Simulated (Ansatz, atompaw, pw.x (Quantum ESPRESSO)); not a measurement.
# pw.x on fcc Ru: one setting changed

Potential: PAW, atompaw 4.2.0.5, PBEsol; core [Kr], reference 4d7 5s1 5p0; waves: 5s (bound): rc 3.00 bohr; 5s channel at 2.8 Ry: rc 2.65 bohr; 5p (bound, empty): rc 3.00 bohr; 5p channel at 1.1 Ry: rc 3.00 bohr; 4d (bound): rc 3.00 bohr; 4d channel at 3.55 Ry: rc 3.00 bohr; local part: ultrasoft scheme with l = 3 at 0 Ry, radius 2.30 bohr; core correction: smooth core density matched at 1.90 bohr; augmentation: besselshape compensation charge, radius 3.00 bohr; PAW radius 3.00 bohr; waves and projectors: custom rrkj gramschmidtortho.

The reference run (k-mesh 15³, cutoffs 40/400 Ry, Fermi–Dirac 0.01 Ry, mixing_beta 0.4, conv_thr 1e-9, no spin) gives 1.82 GPa at 13.350 Å³/atom, where all-electron LAPW gives 1.19 GPa. This run, with its own iteration cap, changes degauss to 0.005.

```
&control
  calculation='scf', prefix='x', pseudo_dir='./', outdir='./tmp', tstress=.true., disk_io='none'
/
&system
  ibrav=0, nat=1, ntyp=1, ecutwfc=40, ecutrho=400, nbnd=11,
  occupations='smearing', smearing='fd', degauss=0.005
/
&electrons
  conv_thr=1e-09, mixing_beta=0.4, electron_maxstep=50
/
ATOMIC_SPECIES
Ru 1.0 Ru.UPF
CELL_PARAMETERS angstrom
  0.00000000 1.88285593 1.88285593
  1.88285593 0.00000000 1.88285593
  1.88285593 1.88285593 0.00000000
ATOMIC_POSITIONS crystal
Ru 0.0000 0.0000 0.0000
K_POINTS automatic
15 15 15 0 0 0
```

```bash
pw.x < Ru.scf.in > Ru.scf.out
```

How does the run end?

It converges in 11 iterations; the free energy moves by +20.8 meV/atom and the pressure by -0.64 GPa. In a metal, with Fermi–Dirac smearing, F lies below its zero-width value by a term in the square of the width.

```
Message from routine setup:
     using ibrav=0 with symmetry is DISCOURAGED, use correct ibrav instead
     lattice parameter (alat)  =       5.0319  a.u.
     unit-cell volume          =      90.0903 (a.u.)^3
     number of electrons       =         8.00
     number of Kohn-Sham states=           11
     kinetic-energy cutoff     =      40.0000  Ry
     charge density cutoff     =     400.0000  Ry
     scf convergence threshold =      1.0E-09
     Exchange-correlation= SLA PW PSX PSC
     number of k points=   120  Fermi-Dirac smearing, width (Ry)=  0.0050
     iteration #  1     ecut=    40.00 Ry     beta= 0.40
     c_bands:  1 eigenvalues not converged
     c_bands:  2 eigenvalues not converged
     c_bands:  2 eigenvalues not converged
     c_bands:  2 eigenvalues not converged
     c_bands:  1 eigenvalues not converged
     c_bands:  4 eigenvalues not converged
     total energy              =    -285.13907840 Ry
     estimated scf accuracy    <       0.15716283 Ry
     iteration #  2     ecut=    40.00 Ry     beta= 0.40
     total energy              =    -285.17763870 Ry
     estimated scf accuracy    <       0.00347119 Ry
     iteration #  3     ecut=    40.00 Ry     beta= 0.40
     [... 8 repeated lines left out ...]
     total energy              =    -285.18365188 Ry
     estimated scf accuracy    <       0.00051591 Ry
     iteration #  4     ecut=    40.00 Ry     beta= 0.40
     [... 5 repeated lines left out ...]
     total energy              =    -285.18382855 Ry
     estimated scf accuracy    <       0.00033898 Ry
     iteration #  5     ecut=    40.00 Ry     beta= 0.40
     total energy              =    -285.18401816 Ry
     estimated scf accuracy    <       0.00000345 Ry
     iteration #  6     ecut=    40.00 Ry     beta= 0.40
     [... 1 repeated lines left out ...]
     total energy              =    -285.18401089 Ry
     estimated scf accuracy    <       0.00000708 Ry
     iteration #  7     ecut=    40.00 Ry     beta= 0.40
     [... 1 repeated lines left out ...]
     total energy              =    -285.18401754 Ry
     estimated scf accuracy    <       0.00000709 Ry
     iteration #  8     ecut=    40.00 Ry     beta= 0.40
     [... 1 repeated lines left out ...]
     total energy              =    -285.18401887 Ry
     estimated scf accuracy    <       0.00000033 Ry
     iteration #  9     ecut=    40.00 Ry     beta= 0.40
     total energy              =    -285.18401887 Ry
     estimated scf accuracy    <       0.00000012 Ry
     iteration # 10     ecut=    40.00 Ry     beta= 0.40
     total energy              =    -285.18401883 Ry
     estimated scf accuracy    <       0.00000005 Ry
     iteration # 11     ecut=    40.00 Ry     beta= 0.40
     the Fermi energy is    18.1853 ev
!    total energy              =    -285.18401886 Ry
     estimated scf accuracy    <          2.4E-10 Ry
     smearing contrib. (-TS)   =      -0.00099272 Ry
     The total energy is F=E-TS. E is the sum of the following terms:
     one-electron contribution =      15.63203566 Ry
     hartree contribution      =       1.21253725 Ry
     xc contribution           =     -11.20633738 Ry
     ewald contribution        =     -41.23445855 Ry
     one-center paw contrib.   =    -249.58680313 Ry
     convergence has been achieved in  11 iterations
          total   stress  (Ry/bohr**3)                   (kbar)     P=       11.78
     Message from routine punch:
     Nothing written, as per user request (disk_io='none')
```

The run took about 18 s on one core of a shared host (Intel(R) Xeon(R) Platinum 8124M CPU @ 3.00GHz, 72 threads, 138 GiB, load 18).
